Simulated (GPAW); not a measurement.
# Au (Im-3m) in GPAW: further runs

One crystal, Au, is run at these levels: GLLB-SC; tasks: single point, optical spectrum, energy-loss spectrum.

Everything below comes from runs of GPAW 26.7.0. Logs are shortened: lines on timing, memory, paths and dates and some standing lists are left out, and cuts for length are marked. The log counts tension as positive stress, the text compression.

### Step 1. The structure

It takes space group Im-3m (No. 229, cubic). The conventional cell has a = 3.315 Å, b = 3.315 Å, c = 3.315 Å, α = 90.00°, β = 90.00°, γ = 90.00°. Au (site symmetry m-3m) is surrounded by 8 Au at 2.87 Å.

This isn't the form of Au at room conditions, which is fcc.

### Step 2. Single point, GLLB-SC

The input, run.py:

```python
from ase.dft.bandgap import bandgap
from ase.io import read, write
from gpaw import GPAW, PW

atoms = read('POSCAR')

calc = GPAW(mode=PW(450),
            xc='GLLBSC',
            kpts={'size': (9, 9, 9), 'gamma': True},
            occupations={'name': 'fermi-dirac', 'width': 0.05},
            nbands=14,
            maxiter=120,
            txt='gpaw.txt')
atoms.calc = calc
energy = atoms.get_potential_energy()
calc.write('gs.gpw')
write('result.traj', atoms)
print('Fermi level:', round(calc.get_fermi_level(), 4), 'eV')
print(f'Gap: {bandgap(calc)[0]:.4f} eV, direct: {bandgap(calc, direct=True)[0]:.4f} eV')
```

The input, POSCAR:

```
Au
1.0
   -1.6572690000      1.6572690000      1.6572690000
    1.6572690000     -1.6572690000      1.6572690000
    1.6572690000      1.6572690000     -1.6572690000
Au
1
Direct
    0.0000000000      0.0000000000      0.0000000000
```

Potentials or basis: the program's PAW data sets (release 1.2.1) made for this functional, pw.

Started as:

```
> OMP_NUM_THREADS=1 python run.py
```

gpaw.txt:

```text
___ ___ ___ _ _ _
 |   |   |_  | | | |
 | | | | | . | | | |
 |__ |  _|___|_____|  26.7.0
 |___|_|

Input parameters:
  kpts: {gamma: True,
         size: (9, 9, 9)}
  maxiter: 120
  mode: {ecut: 450.00000000000006,
         name: pw}
  nbands: 14
  occupations: {name: fermi-dirac,
                width: 0.05}
  xc: GLLBSC

System changes: positions, numbers, cell, pbc, initial_charges, initial_magmoms

Initialize ...

species:
  Au:
    name:    Gold
    Z:       79.0
    valence: 11
    core:    68
    charge:  0.0  # [|e|]
    compensation charges:
      type: gauss
      rc: 0.42  # [Å]
      lmax: 2
    cutoffs:
      filter: 2.33  # [Å]
      core: 2.81  # [Å]
    projectors
    | kind |    occ | energy [eV] | rcut [Å] |
    |------|--------|-------------|----------|
    |   6s |  1.000 |      -8.451 |    1.323 |
    |   6p |  0.000 |      -2.319 |    1.323 |
    |   5d | 10.000 |      -9.981 |    1.323 |
    |    s |        |      18.761 |    1.323 |
    |    p |        |      24.893 |    1.323 |
    |    d |        |      17.230 |    1.323 |

    Using partial waves for Au as LCAO basis

Reference energy: -516458.818851  # eV

Spin-paired calculation

Convergence criteria:
 Maximum [total energy] change in last 3 cyles: 0.0005 eV / valence electron
 Maximum integral of absolute [dens]ity change: 0.0001 electrons / valence electron
 Maximum integral of absolute [eigenst]ate change: 4e-08 eV^2 / valence electron
 Maximum number of scf [iter]ations: 120
 (Square brackets indicate name in SCF output, whereas a 'c' in
 the SCF output indicates the quantity has converged.)

Symmetries present (total): 48

  ( 1  1  1)  ( 1  1  1)  ( 1  1  1)  ( 1  1  1)  ( 1  1  1)  ( 1  1  1)
  ( 0  0 -1)  ( 0  0 -1)  ( 0 -1  0)  ( 0 -1  0)  (-1  0  0)  (-1  0  0)
  ( 0 -1  0)  (-1  0  0)  ( 0  0 -1)  (-1  0  0)  ( 0  0 -1)  ( 0 -1  0)

  ( 1  0  0)  ( 1  0  0)  ( 1  0  0)  ( 1  0  0)  ( 1  0  0)  ( 1  0  0)
  ( 0  1  0)  ( 0  1  0)  ( 0  0  1)  ( 0  0  1)  (-1 -1 -1)  (-1 -1 -1)
  ( 0  0  1)  (-1 -1 -1)  ( 0  1  0)  (-1 -1 -1)  ( 0  1  0)  ( 0  0  1)

  ( 0  1  0)  ( 0  1  0)  ( 0  1  0)  ( 0  1  0)  ( 0  1  0)  ( 0  1  0)
  ( 1  0  0)  ( 1  0  0)  ( 0  0  1)  ( 0  0  1)  (-1 -1 -1)  (-1 -1 -1)
  ( 0  0  1)  (-1 -1 -1)  ( 1  0  0)  (-1 -1 -1)  ( 1  0  0)  ( 0  0  1)

  ( 0  0  1)  ( 0  0  1)  ( 0  0  1)  ( 0  0  1)  ( 0  0  1)  ( 0  0  1)
  ( 1  0  0)  ( 1  0  0)  ( 0  1  0)  ( 0  1  0)  (-1 -1 -1)  (-1 -1 -1)
  ( 0  1  0)  (-1 -1 -1)  ( 1  0  0)  (-1 -1 -1)  ( 1  0  0)  ( 0  1  0)

  ( 0  0 -1)  ( 0  0 -1)  ( 0  0 -1)  ( 0  0 -1)  ( 0  0 -1)  ( 0  0 -1)
  ( 1  1  1)  ( 1  1  1)  ( 0 -1  0)  ( 0 -1  0)  (-1  0  0)  (-1  0  0)
  ( 0 -1  0)  (-1  0  0)  ( 1  1  1)  (-1  0  0)  ( 1  1  1)  ( 0 -1  0)

  ( 0 -1  0)  ( 0 -1  0)  ( 0 -1  0)  ( 0 -1  0)  ( 0 -1  0)  ( 0 -1  0)
  ( 1  1  1)  ( 1  1  1)  ( 0  0 -1)  ( 0  0 -1)  (-1  0  0)  (-1  0  0)
  ( 0  0 -1)  (-1  0  0)  ( 1  1  1)  (-1  0  0)  ( 1  1  1)  ( 0  0 -1)

  (-1  0  0)  (-1  0  0)  (-1  0  0)  (-1  0  0)  (-1  0  0)  (-1  0  0)
  ( 1  1  1)  ( 1  1  1)  ( 0  0 -1)  ( 0  0 -1)  ( 0 -1  0)  ( 0 -1  0)
  ( 0  0 -1)  ( 0 -1  0)  ( 1  1  1)  ( 0 -1  0)  ( 1  1  1)  ( 0  0 -1)

  (-1 -1 -1)  (-1 -1 -1)  (-1 -1 -1)  (-1 -1 -1)  (-1 -1 -1)  (-1 -1 -1)
  ( 1  0  0)  ( 1  0  0)  ( 0  1  0)  ( 0  1  0)  ( 0  0  1)  ( 0  0  1)
  ( 0  1  0)  ( 0  0  1)  ( 1  0  0)  ( 0  0  1)  ( 1  0  0)  ( 0  1  0)

729 k-points: 9 x 9 x 9 Monkhorst-Pack grid
35 k-points in the irreducible part of the Brillouin zone
       k-points in crystal coordinates                weights
   0:     0.00000000    0.00000000    0.00000000          1/729
   1:     0.11111111    0.00000000    0.00000000         12/729
   2:     0.11111111    0.11111111   -0.11111111          6/729
   3:     0.22222222    0.00000000   -0.11111111         24/729
   4:     0.22222222    0.00000000    0.00000000         12/729
   5:     0.22222222    0.11111111   -0.11111111         24/729
   6:     0.22222222    0.22222222   -0.22222222          6/729
   7:     0.33333333   -0.11111111   -0.11111111          8/729
   8:     0.33333333    0.00000000   -0.11111111         48/729
   9:     0.33333333    0.00000000    0.00000000         12/729
          ...
  34:     0.44444444    0.44444444    0.44444444          8/729

Wave functions: Plane wave expansion
  Cutoff energy: 450.000 eV
  Number of coefficients (min, max): 381, 402
  Pulay-stress correction: 0.000000 eV/Ang^3 (de/decut=0.000000)
  Using FFTW library
  ScaLapack parameters: grid=1x1, blocksize=None
  Wavefunction extrapolation:
    Improved wavefunction reuse through dual PAW basis

Occupation numbers: Fermi-Dirac:
  width: 0.0500  # eV

Eigensolver
   Davidson(niter=2)

Densities:
  Coarse grid: 15*15*15 grid
  Fine grid: 30*30*30 grid
  Total Charge: 0.000000

Density mixing:
  Method: separate
  Backend: msr1
  Linear mixing parameter: 0.05
  old densities: 10
  Width of damping distribution: 1.1
  Damping of long wavelength oscillations: 20

Hamiltonian:
  XC and Coulomb potentials evaluated on a 30*30*30 grid
  Using the GLLBSC Exchange-Correlation functional
  External potential:
    NoExternalPotential

XC parameters: GLLBSC functional being used consists of
  -----------------------------------------------------------------------
  | Weight | Module     | Description                                   |
  -----------------------------------------------------------------------
  |  1.000 | SCREENING  | GGA_X_PBE_SOL with 2 nearest neighbor stencil |
  |  1.000 | RESPONSE   | eps=0.0500 eV                                 |
  |  1.000 | XC         | GGA_C_PBE_SOL with 2 nearest neighbor stencil |
  -----------------------------------------------------------------------

Number of atoms: 1
Number of atomic orbitals: 9
Number of bands in calculation: 14
Number of valence electrons: 11
Bands to converge: occupied

... initialized

Initializing position-dependent things.

Density initialized from atomic densities
Creating initial wave functions:
  9 bands from LCAO basis set
  5 bands from random numbers

       Au

Atomic positions and initial magnetic moments

Positions:
   0 Au     0.000000    0.000000    0.000000    ( 0.0000,  0.0000,  0.0000)

Unit cell:
           periodic     x           y           z      points  spacing
  1. axis:    yes   -1.657269    1.657269    1.657269    15     0.1562
  2. axis:    yes    1.657269   -1.657269    1.657269    15     0.1562
  3. axis:    yes    1.657269    1.657269   -1.657269    15     0.1562

  Lengths:   2.870474   2.870474   2.870474
  Angles:  109.471221 109.471221 109.471221

Effective grid spacing dv^(1/3) = 0.1754

iter:   1    -3.861045
iter:   2    -3.468918   -1.94  -1.29
iter:   3    -3.492801   -4.15  -1.60
iter:   4    -3.570310   -4.05  -1.66
iter:   5    -3.694574   -3.93  -1.91
iter:   6    -3.762585   -4.59  -2.26
iter:   7    -3.697638   -4.24  -2.18
iter:   8    -3.680325   -4.99  -2.35
iter:   9    -3.680216   -6.52  -2.53
iter:  10    -3.651931   -4.66  -2.54
iter:  11    -3.646356   -5.58  -3.18
iter:  12    -3.646293   -7.22  -4.05c
iter:  13    -3.647040c  -7.76c -4.39c

Converged after 13 iterations.

Dipole moment: (0.000000, -0.000000, -0.000000) |e|*Ang

Energy contributions relative to reference atoms: (reference = -516458.818851)

Kinetic:        +19.694432
Potential:      -20.079393
External:        +0.000000
XC:              -3.446180
Entropy (-ST):   -0.004275
Local:           +0.186239
SIC:             +0.000000
--------------------------
Free energy:     -3.649177
Extrapolated:    -3.647040

GLLBSC response reference energy: 6.66644 eV (from Fermi level)

Showing only first 2 kpts
 Kpt  Band  Eigenvalues  Occupancy
  0     3      2.02919    2.00000
  0     4      3.67425    2.00000
  0     5      3.67425    2.00000
  0     6     25.11995    0.00000

  1     3      2.31255    2.00000
  1     4      3.55082    2.00000
  1     5      3.68354    2.00000
  1     6     24.25005    0.00000

Fermi level: 6.66547

No gap
No difference between direct/indirect transitions
Writing to gs.gpw (mode='')
```

Run time: 10 s. Hardware: 1 thread of Arm Neoverse N1, shared host; peak memory 0.12 GiB.

What came out:

- Band gap on the k mesh, Kohn-Sham part alone: none (metal or under the smearing width)

Caveat: a model potential gives levels but no total energy. Spin-orbit coupling is left out, which matters for the levels of Au.

### Step 3. Optical spectrum, GLLB-SC

run.py: that of step 2 with these lines changed.

```diff
@@ -3,2 +3,3 @@
 from gpaw import GPAW, PW
+from gpaw.response.df import DielectricFunction
 
@@ -11,3 +12,4 @@
             nbands=14,
-            maxiter=120,
+            convergence={'density': 1e-06},
+            maxiter=150,
             txt='gpaw.txt')
@@ -19 +21,11 @@
 print(f'Gap: {bandgap(calc)[0]:.4f} eV, direct: {bandgap(calc, direct=True)[0]:.4f} eV')
+
+dense = calc.fixed_density(kpts={'size': (28, 28, 28), 'gamma': True},
+                           nbands=28, convergence={'bands': 22, 'eigenstates': 1e-7},
+                           update_fermi_level=True, txt='dense.txt')
+dense.write('dense.gpw', mode='all')
+
+df = DielectricFunction('dense.gpw', frequencies={'type': 'nonlinear', 'domega0': 0.05, 'omega2': 10},
+                        eta=0.05, ecut=40, nbands=22, rate='eta', txt='df.txt')
+for direction in ['x']:
+    df.get_dielectric_function(xc='ALDA', direction=direction, filename=f'df_{direction}.csv')
```

POSCAR is that of step 2.

Potentials or basis: the program's PAW data sets (release 1.2.1) made for this functional, pw.

Started as:

```
> OMP_NUM_THREADS=1 python run.py
```

gpaw.txt:

```text
___ ___ ___ _ _ _
 |   |   |_  | | | |
 | | | | | . | | | |
 |__ |  _|___|_____|  26.7.0
 |___|_|

Input parameters:
  convergence: {density: 1e-06}
  kpts: {gamma: True,
         size: (9, 9, 9)}
  maxiter: 150
  mode: {ecut: 450.00000000000006,
         name: pw}
  nbands: 14
  occupations: {name: fermi-dirac,
                width: 0.05}
  xc: GLLBSC

System changes: positions, numbers, cell, pbc, initial_charges, initial_magmoms

Initialize ...

species:
  Au:
    name:    Gold
    Z:       79.0
    valence: 11
    core:    68
    charge:  0.0  # [|e|]
    compensation charges:
      type: gauss
      rc: 0.42  # [Å]
      lmax: 2
    cutoffs:
      filter: 2.33  # [Å]
      core: 2.81  # [Å]
    projectors
    | kind |    occ | energy [eV] | rcut [Å] |
    |------|--------|-------------|----------|
    |   6s |  1.000 |      -8.451 |    1.323 |
    |   6p |  0.000 |      -2.319 |    1.323 |
    |   5d | 10.000 |      -9.981 |    1.323 |
    |    s |        |      18.761 |    1.323 |
    |    p |        |      24.893 |    1.323 |
    |    d |        |      17.230 |    1.323 |

    Using partial waves for Au as LCAO basis

Reference energy: -516458.818851  # eV

Spin-paired calculation

Convergence criteria:
 Maximum [total energy] change in last 3 cyles: 0.0005 eV / valence electron
 Maximum integral of absolute [dens]ity change: 1e-06 electrons / valence electron
 Maximum integral of absolute [eigenst]ate change: 4e-08 eV^2 / valence electron
 Maximum number of scf [iter]ations: 150
 (Square brackets indicate name in SCF output, whereas a 'c' in
 the SCF output indicates the quantity has converged.)

Symmetries present (total): 48

  ( 1  1  1)  ( 1  1  1)  ( 1  1  1)  ( 1  1  1)  ( 1  1  1)  ( 1  1  1)
  ( 0  0 -1)  ( 0  0 -1)  ( 0 -1  0)  ( 0 -1  0)  (-1  0  0)  (-1  0  0)
  ( 0 -1  0)  (-1  0  0)  ( 0  0 -1)  (-1  0  0)  ( 0  0 -1)  ( 0 -1  0)

  ( 1  0  0)  ( 1  0  0)  ( 1  0  0)  ( 1  0  0)  ( 1  0  0)  ( 1  0  0)
  ( 0  1  0)  ( 0  1  0)  ( 0  0  1)  ( 0  0  1)  (-1 -1 -1)  (-1 -1 -1)
  ( 0  0  1)  (-1 -1 -1)  ( 0  1  0)  (-1 -1 -1)  ( 0  1  0)  ( 0  0  1)

  ( 0  1  0)  ( 0  1  0)  ( 0  1  0)  ( 0  1  0)  ( 0  1  0)  ( 0  1  0)
  ( 1  0  0)  ( 1  0  0)  ( 0  0  1)  ( 0  0  1)  (-1 -1 -1)  (-1 -1 -1)
  ( 0  0  1)  (-1 -1 -1)  ( 1  0  0)  (-1 -1 -1)  ( 1  0  0)  ( 0  0  1)

  ( 0  0  1)  ( 0  0  1)  ( 0  0  1)  ( 0  0  1)  ( 0  0  1)  ( 0  0  1)
  ( 1  0  0)  ( 1  0  0)  ( 0  1  0)  ( 0  1  0)  (-1 -1 -1)  (-1 -1 -1)
  ( 0  1  0)  (-1 -1 -1)  ( 1  0  0)  (-1 -1 -1)  ( 1  0  0)  ( 0  1  0)

  ( 0  0 -1)  ( 0  0 -1)  ( 0  0 -1)  ( 0  0 -1)  ( 0  0 -1)  ( 0  0 -1)
  ( 1  1  1)  ( 1  1  1)  ( 0 -1  0)  ( 0 -1  0)  (-1  0  0)  (-1  0  0)
  ( 0 -1  0)  (-1  0  0)  ( 1  1  1)  (-1  0  0)  ( 1  1  1)  ( 0 -1  0)

  ( 0 -1  0)  ( 0 -1  0)  ( 0 -1  0)  ( 0 -1  0)  ( 0 -1  0)  ( 0 -1  0)
  ( 1  1  1)  ( 1  1  1)  ( 0  0 -1)  ( 0  0 -1)  (-1  0  0)  (-1  0  0)
  ( 0  0 -1)  (-1  0  0)  ( 1  1  1)  (-1  0  0)  ( 1  1  1)  ( 0  0 -1)

  (-1  0  0)  (-1  0  0)  (-1  0  0)  (-1  0  0)  (-1  0  0)  (-1  0  0)
  ( 1  1  1)  ( 1  1  1)  ( 0  0 -1)  ( 0  0 -1)  ( 0 -1  0)  ( 0 -1  0)
  ( 0  0 -1)  ( 0 -1  0)  ( 1  1  1)  ( 0 -1  0)  ( 1  1  1)  ( 0  0 -1)

  (-1 -1 -1)  (-1 -1 -1)  (-1 -1 -1)  (-1 -1 -1)  (-1 -1 -1)  (-1 -1 -1)
  ( 1  0  0)  ( 1  0  0)  ( 0  1  0)  ( 0  1  0)  ( 0  0  1)  ( 0  0  1)
  ( 0  1  0)  ( 0  0  1)  ( 1  0  0)  ( 0  0  1)  ( 1  0  0)  ( 0  1  0)

729 k-points: 9 x 9 x 9 Monkhorst-Pack grid
35 k-points in the irreducible part of the Brillouin zone
       k-points in crystal coordinates                weights
   0:     0.00000000    0.00000000    0.00000000          1/729
   1:     0.11111111    0.00000000    0.00000000         12/729
   2:     0.11111111    0.11111111   -0.11111111          6/729
   3:     0.22222222    0.00000000   -0.11111111         24/729
   4:     0.22222222    0.00000000    0.00000000         12/729
   5:     0.22222222    0.11111111   -0.11111111         24/729
   6:     0.22222222    0.22222222   -0.22222222          6/729
   7:     0.33333333   -0.11111111   -0.11111111          8/729
   8:     0.33333333    0.00000000   -0.11111111         48/729
   9:     0.33333333    0.00000000    0.00000000         12/729
          ...
  34:     0.44444444    0.44444444    0.44444444          8/729

Wave functions: Plane wave expansion
  Cutoff energy: 450.000 eV
  Number of coefficients (min, max): 381, 402
  Pulay-stress correction: 0.000000 eV/Ang^3 (de/decut=0.000000)
  Using FFTW library
  ScaLapack parameters: grid=1x1, blocksize=None
  Wavefunction extrapolation:
    Improved wavefunction reuse through dual PAW basis

Occupation numbers: Fermi-Dirac:
  width: 0.0500  # eV

Eigensolver
   Davidson(niter=2)

Densities:
  Coarse grid: 15*15*15 grid
  Fine grid: 30*30*30 grid
  Total Charge: 0.000000

Density mixing:
  Method: separate
  Backend: msr1
  Linear mixing parameter: 0.05
  old densities: 10
  Width of damping distribution: 1.1
  Damping of long wavelength oscillations: 20

Hamiltonian:
  XC and Coulomb potentials evaluated on a 30*30*30 grid
  Using the GLLBSC Exchange-Correlation functional
  External potential:
    NoExternalPotential

XC parameters: GLLBSC functional being used consists of
  -----------------------------------------------------------------------
  | Weight | Module     | Description                                   |
  -----------------------------------------------------------------------
  |  1.000 | SCREENING  | GGA_X_PBE_SOL with 2 nearest neighbor stencil |
  |  1.000 | RESPONSE   | eps=0.0500 eV                                 |
  |  1.000 | XC         | GGA_C_PBE_SOL with 2 nearest neighbor stencil |
  -----------------------------------------------------------------------

Number of atoms: 1
Number of atomic orbitals: 9
Number of bands in calculation: 14
Number of valence electrons: 11
Bands to converge: occupied

... initialized

Initializing position-dependent things.

Density initialized from atomic densities
Creating initial wave functions:
  9 bands from LCAO basis set
  5 bands from random numbers

       Au

Atomic positions and initial magnetic moments

Positions:
   0 Au     0.000000    0.000000    0.000000    ( 0.0000,  0.0000,  0.0000)

Unit cell:
           periodic     x           y           z      points  spacing
  1. axis:    yes   -1.657269    1.657269    1.657269    15     0.1562
  2. axis:    yes    1.657269   -1.657269    1.657269    15     0.1562
  3. axis:    yes    1.657269    1.657269   -1.657269    15     0.1562

  Lengths:   2.870474   2.870474   2.870474
  Angles:  109.471221 109.471221 109.471221

Effective grid spacing dv^(1/3) = 0.1754

iter:   1    -3.861045
iter:   2    -3.468918   -1.94  -1.29
iter:   3    -3.492801   -4.15  -1.60
iter:   4    -3.570310   -4.05  -1.66
iter:   5    -3.694574   -3.93  -1.91
iter:   6    -3.762585   -4.59  -2.26
iter:   7    -3.697638   -4.24  -2.18
iter:   8    -3.680325   -4.99  -2.35
iter:   9    -3.680216   -6.52  -2.53
iter:  10    -3.651931   -4.66  -2.54
iter:  11    -3.646356   -5.58  -3.18
iter:  12    -3.646293   -7.22  -4.05
iter:  13    -3.647040c  -7.76c -4.39
iter:  14    -3.646660c  -8.31c -4.26
iter:  15    -3.646595c  -9.43c -5.07
iter:  16    -3.646609c -10.87c -5.82
iter:  17    -3.646612c -11.94c -6.66c

Converged after 17 iterations.

Dipole moment: (0.000000, -0.000000, 0.000000) |e|*Ang

Energy contributions relative to reference atoms: (reference = -516458.818851)

Kinetic:        +19.730916
Potential:      -20.115582
External:        +0.000000
XC:              -3.449527
Entropy (-ST):   -0.004275
Local:           +0.189719
SIC:             +0.000000
--------------------------
Free energy:     -3.648750
Extrapolated:    -3.646612

GLLBSC response reference energy: 6.66595 eV (from Fermi level)

Showing only first 2 kpts
 Kpt  Band  Eigenvalues  Occupancy
  0     3      2.03006    2.00000
  0     4      3.67521    2.00000
  0     5      3.67521    2.00000
  0     6     25.11982    0.00000

  1     3      2.31343    2.00000
  1     4      3.55177    2.00000
  1     5      3.68450    2.00000
  1     6     24.25007    0.00000

Fermi level: 6.66595

No gap
No difference between direct/indirect transitions
Writing to gs.gpw (mode='')
```

Wall time 3.7 min (1 thread of Arm Neoverse N1, shared host); peak memory 0.47 GiB.

What came out:

| Property | Result |
| --- | --- |
| Band gap on the k mesh, Kohn-Sham part alone | none (metal or under the smearing width) |

Dielectric function (mean over the directions given):
```csv
energy (eV),real part,imaginary part
0.88,-128.10,15.29
1.54,-37.27,2.97
2.18,-14.85,2.81
2.79,-7.31,3.84
3.43,-5.00,4.41
4.03,-4.28,4.17
4.65,-1.84,5.43
5.31,-1.12,4.17
5.91,-0.53,3.38
6.55,0.00,3.99
7.12,-0.14,4.41
7.81,-0.71,3.73
8.43,-1.32,2.90
9.08,-0.87,2.08
9.66,-0.62,1.96
10.26,-0.43,1.83
10.88,-0.56,1.53
11.52,-0.45,1.41
12.19,-0.14,1.15
12.77,-0.07,1.15
13.48,0.14,1.15
14.10,0.38,1.04
14.73,0.38,0.96
15.39,0.58,1.06
16.08,0.53,1.18
16.78,0.31,1.38
17.51,0.32,1.46
18.27,0.17,1.28
19.06,0.02,1.13
19.87,0.00,0.77
```

Caveat: the intraband term hangs on this k mesh; a model potential gives levels but no total energy; the long-wavelength limit can be off by several per cent where d states take part; response on these states lacks terms of the Hamiltonian; these spectra lack excitons.

(Part 1 of 2 ends here.)
